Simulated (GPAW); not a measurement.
# Quasiparticle gap of BP (honeycomb monolayer) in GPAW

Wanted: ground state, empty states, screening and self-energy for BP (honeycomb monolayer).

Method: PBE and many-body steps on it, plane waves, in GPAW 26.7.0.

**1. The structure**

The cell holds 2 atoms: 1 B and 1 P. Its edges and angles: a = 3.216 Å, b = 3.216 Å, c = 11.400 Å, α = 90.0°, β = 90.0°, γ = 120.0°. Vacuum lies along c.

As a file:

```cif
data_structure
_symmetry_space_group_name_H-M 'P 1'
_symmetry_Int_Tables_number 1
_cell_length_a 3.2162
_cell_length_b 3.2162
_cell_length_c 11.4000
_cell_angle_alpha 90.000
_cell_angle_beta 90.000
_cell_angle_gamma 120.000
_cell_volume 102.12
loop_
_atom_site_label
_atom_site_type_symbol
_atom_site_fract_x
_atom_site_fract_y
_atom_site_fract_z
_atom_site_occupancy
B1 B 0.33333 0.66667 0.50000 1
P2 P 0.66667 0.33333 0.50000 1
```

The structure was relaxed with PBE. The runs that relaxed it are not among those shown.

**2. Ground state**

This step: GPAW 26.7.0; DFT, PBE, plane waves, PAW.

The ground-state density comes first.

Contents of run.py:

```python
import json
import numpy as np
from gpaw.mpi import world
from ase import Atoms
from gpaw import GPAW, PW, FermiDirac

atoms = Atoms(['B', 'P'],
    cell=[[3.2161809382, 0.0000000000, 0.0000000000],
      [-1.6080904691, 2.7852943957, 0.0000000000],
      [0.0000000000, 0.0000000000, 11.4000000000]],
    scaled_positions=[[0.3333333333, 0.6666666667, 0.5000000000],
      [0.6666666667, 0.3333333333, 0.5000000000]],
    pbc=(True, True, False))
calc = GPAW(mode=PW(600),
    xc='PBE',
    kpts={'size': (12, 12, 1), 'gamma': True},
    occupations=FermiDirac(0.001),
    nbands=-7,
    convergence={'density': 1e-6, 'bands': -3},
    maxiter=100,
    txt='gs.txt')
atoms.calc = calc
res = {'energy': atoms.get_potential_energy()}
kpts = calc.get_ibz_k_points()
res['kpts'] = kpts
res['eigenvalues'] = [calc.get_eigenvalues(kpt=k) for k in range(len(kpts))]
res['n_electrons'] = calc.get_number_of_electrons()
calc.write('gs.gpw')

if world.rank == 0:
    with open('result.json', 'w') as f:
        json.dump(res, f, default=lambda x: x.tolist())
```

The run is started by

```sh
$ mpirun -n 8 gpaw python run.py
```

Output:

```text
__  _  _
 | _ |_)|_||  |
 |__||  | ||/\| - 26.7.0

Input parameters:
  mode=PW(ecut=600.0),
  convergence={'density': 1e-06, 'bands': -3},
  kpts=MonkhorstPack(size=(12, 12, 1), gamma=True),
  maxiter=100,
  nbands=-7,
  occupations=Occupations(name='fermi-dirac', width=0.001, fixmagmom=False),
  xc=XC(name='PBE')
  [... matrices ...]
Diagonalizing LCAO Hamiltonian
Converting LCAO to pw mode

        B  P

Atoms  # Å, Bohr magnetons
|   | symbol |         x |        y |        z |    initial magnetic moments |
| 0 |      B | -0.000000 | 1.856863 | 5.700000 | ( 0.0000,  0.0000,  0.0000) |
| 1 |      P |  1.608090 | 0.928431 | 5.700000 | ( 0.0000,  0.0000,  0.0000) |

Unit cell  # Å
| periodic |         x |        y |         z |   lengths |     angles |
|      yes |  3.216181 | 0.000000 |  0.000000 |  3.216181 |  90.000000 |
|      yes | -1.608090 | 2.785294 |  0.000000 |  3.216181 |  90.000000 |
|       no |  0.000000 | 0.000000 | 11.400000 | 11.400000 | 120.000000 |

Number of symmetries: 12
Symmetry operations  # r_c * U_cc + t_c -> r_c
|    | kind |            matrix            |
|  0 |  σ   |  1, 1, 0,  0,-1, 0,  0, 0, 1 |
|  1 |  C2  |  1, 1, 0,  0,-1, 0,  0, 0,-1 |
|  2 |  E   |  1, 0, 0,  0, 1, 0,  0, 0, 1 |
|  3 |  σ   |  1, 0, 0,  0, 1, 0,  0, 0,-1 |
|  4 |  C3  |  0, 1, 0, -1,-1, 0,  0, 0, 1 |
|  5 |  S3  |  0, 1, 0, -1,-1, 0,  0, 0,-1 |
|  6 |  σ   |  0,-1, 0, -1, 0, 0,  0, 0, 1 |
|  7 |  C2  |  0,-1, 0, -1, 0, 0,  0, 0,-1 |
|  8 |  σ   | -1, 0, 0,  1, 1, 0,  0, 0, 1 |
|  9 |  C2  | -1, 0, 0,  1, 1, 0,  0, 0,-1 |
| 10 |  C3  | -1,-1, 0,  1, 0, 0,  0, 0, 1 |
| 11 |  S3  | -1,-1, 0,  1, 0, 0,  0, 0,-1 |

BZ-sampling:
  Number of BZ points: 144
  Number of IBZ points: 19

  Monkhorst-Pack size: [12, 12, 1]
  Monkhorst-Pack shift: [0.041667, 0.041667, 0.0]

K-points  # in reciprocal-cell coordinates
|     |                                coordinates |     weight |
|   0 | ( -0.00000000,  -0.00000000,   0.00000000) | 0.00694444 |
|   1 | (  0.08333333,  -0.00000000,   0.00000000) | 0.04166667 |
|   2 | (  0.16666667,  -0.08333333,   0.00000000) | 0.04166667 |
|   3 | (  0.16666667,  -0.00000000,   0.00000000) | 0.04166667 |
|   4 | (  0.25000000,  -0.08333333,   0.00000000) | 0.08333333 |
|   5 | (  0.25000000,  -0.00000000,   0.00000000) | 0.04166667 |
|   6 | (  0.33333333,  -0.16666667,   0.00000000) | 0.04166667 |
|   7 | (  0.33333333,  -0.08333333,   0.00000000) | 0.08333333 |
|   8 | (  0.33333333,  -0.00000000,   0.00000000) | 0.04166667 |
|   9 | (  0.33333333,   0.33333333,   0.00000000) | 0.01388889 |
| ... |                                            |            |
|  18 | (  0.50000000,   0.50000000,   0.00000000) | 0.02083333 |

Plane wave coefficients: 3439
Cutoff: 600.0 eV

Spin-components: 1 (collinear spins)
Bands:           11
Projectors:      10
Spin-degeneracy: 2
Datatype:        complex128

  Storage: CPU
  Wave functions: 11_426_448 bytes (1_428_306 per core)
  Projectors: 21_814_128 bytes (2_726_766 per core)
  [... matrices ...]
Parallelization:
  kpt:    4
  domain: 2
  band:   1

Density:
  Valence electrons: 8.0
  Components: 1
  Grid points: [20 20 70]
  Charge: 0.0  # |e|

Potential:
  Grid points: [20 20 70]

species:
  B:
    name:    Boron
    Z:       5.0
    valence: 3
    core:    2
    charge:  0.0  # [|e|]
    compensation charges:
      type: gauss
      rc: 0.20  # [Å]
      lmax: 2
    cutoffs:
      filter: 1.14  # [Å]
      core: 1.38  # [Å]
    projectors
    | kind |    occ | energy [eV] | rcut [Å] |
    |   2s |  2.000 |      -9.443 |    0.635 |
    |   2p |  1.000 |      -3.606 |    0.635 |
    |    s |        |      17.768 |    0.635 |
    |    p |        |      23.605 |    0.635 |
    |    d |        |       0.000 |    0.635 |

    Using partial waves for B as LCAO basis

  P:
    name:    Phosphorus
    Z:       15.0
    valence: 5
    core:    10
    charge:  0.0  # [|e|]
    compensation charges:
      type: gauss
      rc: 0.30  # [Å]
      lmax: 2
    cutoffs:
      filter: 1.69  # [Å]
      core: 1.81  # [Å]
    projectors
    | kind |    occ | energy [eV] | rcut [Å] |
    |   3s |  2.000 |     -13.968 |    0.953 |
    |   3p |  3.000 |      -5.506 |    0.953 |
    |    s |        |      13.244 |    0.953 |
    |    p |        |      21.705 |    0.953 |
    |    d |        |       0.000 |    0.953 |

    Using partial waves for P as LCAO basis

Reference energy: -9972.403226  # eV

eigensolver:
  PPCG
  Converge bands: -3
  niter=2

density mixing:
  MSR1-Mixer
  Pratt-step length: 0.05
  Maximum mixing coefficient: 0.75
  Old densities: 10
  SVD Regularization: 0.005
  Good broyden scale: 1.0
  Trust region scale: 1.0
  Backstep threshold: 4.0
  History deletion threshold: 6.0
  Fourier metric: weight=20.0, sigma=0.015

occupation numbers:
  Fermi-Dirac:
    width: 0.0010  # eV

poisson solver:
  ecut: 4800.0  # eV

xc functional:
  name: PBE with 2 nearest neighbor stencil

Initialization done in: 1.947 s

convergence criteria:
- Maximum integral of absolute [dens]ity change: 1e-06 electrons / valence electron
- Maximum [total energy] change in last 3 cyles: 0.0005 eV / valence electron
- Maximum integral of absolute [eigenst]ate change: 4e-08 eV^2 / valence electron
maximum number of iterations: 100

SCF iterations
|iter     |     time |      energy | eigst |  dens |
|iter:   1|  |  -12.748518 | +1.34 |       |
|iter:   2|  |  -12.658772 | -0.07 | -0.72 |
|iter:   3|  |  -12.119987 | -0.05 | -0.76 |
|iter:   4|  |  -12.118673 | -0.84 | -1.46 |
|iter:   5|  |  -12.120301c| -1.33 | -1.91 |
|iter:   6|  |  -12.120343c| -2.56 | -2.74 |
|iter:   7|  |  -12.120347c| -3.67 | -3.36 |
|iter:   8|  |  -12.120347c| -4.41 | -4.28 |
|iter:   9|  |  -12.120347c| -5.26 | -4.84 |
|iter:  10|  |  -12.120347c| -5.96 | -5.32 |
|iter:  11|  |  -12.120347c| -6.78 | -6.17c|
|iter:  12|  |  -12.120347c| -7.26 | -6.53c|
|iter:  13|  |  -12.120347c| -7.93c| -7.25c|

Converged in 13 steps
SCF loop duration: 2.852 s (0.219 s/step)
Energy contributions relative to reference atoms: (reference = -9972.403226)
  [... matrices ...]
Energy contributions:
  Kinetic:          13.357108
  Coulomb:         -12.625548
  Zero:             -0.021675
  External:          0.000000
  Xc:              -12.830232
  Entropy:          -0.000000
  Spinorbit:         0.000000
  ----------------------------
  Free energy:     -12.120347
  Extrapolated:    -12.120347

dipole moment: (1.178492, -0.680401, 0.000004)  # |e|*Ang

Fermi level: -2.109
Eigenvalues  # (at kpt = [-0.000, -0.000, 0.000])
| band index |      eig [eV] | occ [0-2] |
|          0 |       -15.803 |     2.000 |
|          1 |        -6.260 |     2.000 |
|          2 |        -3.800 |     2.000 |
|          3 |        -3.800 |     2.000 |
|          4 |         1.575 |     0.000 |
|          5 |         2.503 |     0.000 |
|          6 |         2.503 |     0.000 |
|          7 |         3.234 |     0.000 |
|          8 |         3.339 |     0.000 |
|          9 |         4.055 |     0.000 |
|         10 |         6.508 |     0.000 |

Gap: 0.898 eV
Transition (v -> c):
  (s=0, k=9, n=3, [0.33, 0.33, 0.00]) -> (s=0, k=9, n=4, [0.33, 0.33, 0.00])
No difference between direct/indirect transitions
vacuum-level: 2.995  # V
# Writing to gs.gpw (mode='')
  [... matrices ...]
```

Elapsed: 8.7 s, on 8 MPI ranks of AMD EPYC 7R43, shared host; peak memory 1.3 GiB.

Numbers from this step:

| Property | Result |
| --- | --- |
| total energy | -12.12 eV |
| gap | 0.8981 eV |
| k of the valence top | 0.3333, 0.3333, 0 |
| k of the conduction bottom | 0.3333, 0.3333, 0 |
| least direct gap | 0.8981 eV |

The gap is direct, at (0.333, 0.333, 0.000).

**3. Bands along the symmetry lines**

The cheap functional maps the bands first; the places of the edges decide which points the dearer methods must see.

Contents of run.py:

```python
import json
import numpy as np
from gpaw.mpi import world
from gpaw import GPAW

path = [[0.000000, 0.000000, 0.000000],
    [0.062500, 0.000000, 0.000000],
    [0.125000, 0.000000, 0.000000],
    [0.187500, 0.000000, 0.000000],
    [0.250000, 0.000000, 0.000000],
    [0.312500, 0.000000, 0.000000],
    [0.375000, 0.000000, 0.000000],
    [0.437500, 0.000000, 0.000000],
    [0.500000, 0.000000, 0.000000],
    [0.479167, 0.041667, 0.000000],
    [0.458333, 0.083333, 0.000000],
    [0.437500, 0.125000, 0.000000],
    [0.416667, 0.166667, 0.000000],
    [0.395833, 0.208333, 0.000000],
    [0.375000, 0.250000, 0.000000],
    [0.354167, 0.291667, 0.000000],
    [0.333333, 0.333333, 0.000000],
    [0.291667, 0.291667, 0.000000],
    [0.250000, 0.250000, 0.000000],
    [0.208333, 0.208333, 0.000000],
    [0.166667, 0.166667, 0.000000],
    [0.125000, 0.125000, 0.000000],
    [0.083333, 0.083333, 0.000000],
    [0.041667, 0.041667, 0.000000],
    [0.000000, 0.000000, 0.000000]]
calc = GPAW('gs.gpw').fixed_density(kpts=path,
    symmetry='off',
    nbands=14,
    convergence={'bands': 10},
    txt='bands.txt')
res = {}
kpts = calc.get_ibz_k_points()
res['kpts'] = kpts
res['eigenvalues'] = [calc.get_eigenvalues(kpt=k) for k in range(len(kpts))]
res['n_electrons'] = calc.get_number_of_electrons()

if world.rank == 0:
    with open('result.json', 'w') as f:
        json.dump(res, f, default=lambda x: x.tolist())
```

The run is started by

```sh
$ mpirun -n 8 gpaw python run.py
```

Output:

```text
Diagonalizing LCAO Hamiltonian
Converting LCAO to pw mode
convergence criteria:
- Maximum integral of absolute [eigenst]ate change: 4e-08 eV^2 / valence electron
maximum number of iterations: 100

SCF iterations
|iter     |     time |      energy | eigst |  dens |
|iter:   1|  |             | +1.75 |       |
|iter:   2|  |             | +1.06 |       |
|iter:   3|  |             | +0.03 |       |
[...]
|iter:  10|  |             | -6.48 |       |
|iter:  11|  |             | -7.06 |       |
|iter:  12|  |             | -7.64c|       |
SCF steps: 12
  __  _  _
 | _ |_)|_||  |
 |__||  | ||/\| - 26.7.0

Input parameters:
  mode=PW(ecut=600.0),
  convergence={'bands': 10},
  gpts=array([20, 20, 70]),
  kpts=KPoints(kpts=array([[0.      , 0.      , 0.      ],
         [0.0625  , 0.      , 0.      ],
         [0.125   , 0.      , 0.      ],
         [0.1875  , 0.      , 0.      ],
[...]
[0.479167, 0.041667, 0.      ],
         [0.458333, 0.083333, 0.      ],
[...]
[0.416667, 0.166667, 0.      ],
[...]
[0.25    , 0.25    , 0.      ],
[...]
[0.125   , 0.125   , 0.      ],
         [0.083333, 0.083333, 0.      ],
         [0.041667, 0.041667, 0.      ],
         [0.      , 0.      , 0.      ]])),
  maxiter=100,
  nbands=14,
  occupations=Occupations(name='fermi-dirac', width=0.001, fixmagmom=False),
  parallel={},
  symmetry=Symmetry(point_group=False, time_reversal=False),
  xc=XC(name='PBE')
  [... matrices ...]
timing:  # [seconds]
  Total: 0.100  # ━━━━━━━━━━━━━━━━━━━━━━━━━━━━━━━━━━━━━━━━━━━━━━━━━━━━━━━━━━━
```

Elapsed: 7.2 s, on 8 MPI ranks; peak memory 1.4 GiB.

Read from the output:

* gap: 0.8981 eV
* k of the valence top: 0.3333, 0.3333, 0
* k of the conduction bottom: 0.3333, 0.3333, 0
* least direct gap: 0.8981 eV

The gap is 0.898 eV, as in the run before at this level.

The electronic bands at the labelled points (eV, zero at the top of the highest filled band; v1 is the highest filled band, c1 the lowest empty one):

| point | v4 | v3 | v2 | v1 | c1 | c2 | c3 | c4 |
| --- | --- | --- | --- | --- | --- | --- | --- | --- |
| Γ | -13.67 | -4.13 | -1.67 | -1.67 | 3.71 | 4.64 | 4.64 | 5.37 |
| halfway | -12.74 | -4.97 | -3.12 | -2.85 | 3.52 | 4.91 | 5.11 | 6.54 |
| M | -10.89 | -8.31 | -3.64 | -1.05 | 1.47 | 2.83 | 7.81 | 8.71 |
| halfway | -10.65 | -8.11 | -5.00 | -0.71 | 1.39 | 4.81 | 7.54 | 8.03 |
| K | -10.26 | -7.90 | -6.25 | 0.00 | 0.90 | 6.38 | 7.28 | 8.44 |
| halfway | -12.44 | -5.29 | -3.79 | -2.79 | 4.54 | 4.82 | 5.34 | 6.42 |
| Γ | -13.67 | -4.13 | -1.67 | -1.67 | 3.71 | 4.64 | 4.64 | 5.37 |

The electronic bands as a text plot (rows in eV, shown from -8.0 to 5.5 only):

```
    5.2 |++++     +++                            ++++++   +++++++
    4.6 |++++  ++++++              +                +++++++++++++
    4.1 |    +++++   ++          ++                       ++++++
    3.5 |++++     +++++         +                +++            +
    2.9 |              +++++++++
    2.4 |                                     +++
    1.8 |                 ++
    1.3 |                   +++++++++++++  +++
    0.7 |                                ++
    0.1 |                              ****
   -0.4 |                           ***    ***
   -1.0 |                   ********
   -1.5 |****             **                  ***               *
   -2.1 | *****        ***                       ***      ******
   -2.7 |    **********                             ***
   -3.2 |         ********                             ******
   -3.8 | ********        *******                   ***   ******
   -4.4 |*                       **              ***   ***      *
   -4.9 |         ***              *
   -5.5 |                           **        ***   ***
   -6.0 |            **               ********
   -6.6 |                                        ***
   -7.2 |              ***                    ***
   -7.7 |                 **          ********
         Γ                   M           K                      Γ
```

**4. Empty states on the mesh, 12×12×1 mesh, 241 bands**

The sums over transitions need many empty states on a uniform mesh; this step solves for them.

Contents of run.py:

```python
import json
import numpy as np
from gpaw.mpi import world
from gpaw import GPAW

calc = GPAW('gs.gpw').fixed_density(kpts={'size': (12, 12, 1), 'gamma': True},
    nbands=281,
    convergence={'bands': 241},
    txt='nscf.txt')
calc.write('full.gpw', mode='all')
res = {}
kpts = calc.get_ibz_k_points()
res['kpts'] = kpts
res['eigenvalues'] = [calc.get_eigenvalues(kpt=k) for k in range(len(kpts))]
res['n_electrons'] = calc.get_number_of_electrons()

if world.rank == 0:
    with open('result.json', 'w') as f:
        json.dump(res, f, default=lambda x: x.tolist())
```

The run is started by

```sh
$ mpirun -n 8 gpaw python run.py
```

Output:

```text
Diagonalizing LCAO Hamiltonian
Converting LCAO to pw mode
convergence criteria:
- Maximum integral of absolute [eigenst]ate change: 4e-08 eV^2 / valence electron
maximum number of iterations: 100

SCF iterations
|iter     |     time |      energy | eigst |  dens |
|iter:   1|  |             | +5.16 |       |
|iter:   2|  |             | +3.99 |       |
|iter:   3|  |             | +2.88 |       |
[...]
|iter:  16|  |             | -6.88 |       |
|iter:  17|  |             | -7.24 |       |
|iter:  18|  |             | -7.52c|       |
SCF steps: 18
  __  _  _
 | _ |_)|_||  |
 |__||  | ||/\| - 26.7.0

Input parameters:
  mode=PW(ecut=600.0),
  convergence={'bands': 241},
  gpts=array([20, 20, 70]),
  kpts=MonkhorstPack(size=(12, 12, 1), gamma=True),
  maxiter=100,
  nbands=281,
  occupations=Occupations(name='fermi-dirac', width=0.001, fixmagmom=False),
  parallel={},
  xc=XC(name='PBE')
# Writing to full.gpw (mode='all')
  [... matrices ...]

timing:  # [seconds]
  Total: 0.392  # ━━━━━━━━━━━━━━━━━━━━━━━━━━━━━━━━━━━━━━━━━━━━━━━━━━━━━━━━━━━
```

Run time: 82 s. Hardware: 8 MPI ranks; peak memory 1.8 GiB; 11 min of CPU time.

Numbers from this step:

```yaml
gap: 0.8981 eV
k_of_the_valence_top: 0.3333, 0.3333, 0
k_of_the_conduction_bottom: 0.3333, 0.3333, 0
least_direct_gap: 0.8981 eV
k_points_computed: 19
lowest_point_of_the_top_converged_band_above_the_valence_top: 97.4385 eV
```

On this mesh the gap is 0.898 eV.

(Part 1 of 2 ends here.)

[Long decimals in the printed logs are rounded to 6 places.]

[Logs are printed without paths, hosts, clocks, repeated set-up lines and the standing remarks that a program may print on its own settings, such as how far it seeks lower states.]

[Paths, hosts, dates, memory and timing lines, banners, echoed tables and standing remarks are left out of the program output; an Ansatz launch command may be rebuilt from the run's recorded settings. Measured values are a selection of at most five: reports struck by readers or far from the other reports are left out. None is set beside runs whose start may be inverted or whose files or cutoffs have a known fault.]

[Runs of the session that timed out or met a known fault of the program may be left out.]

[Hosts, paths, dates, database ids (printed as entryN), source tags and the programs' standing remarks are cut or masked in the printed files.]

[Where the starting crystal was built by hand or by swapping elements, it need not be the compound's stable phase.]
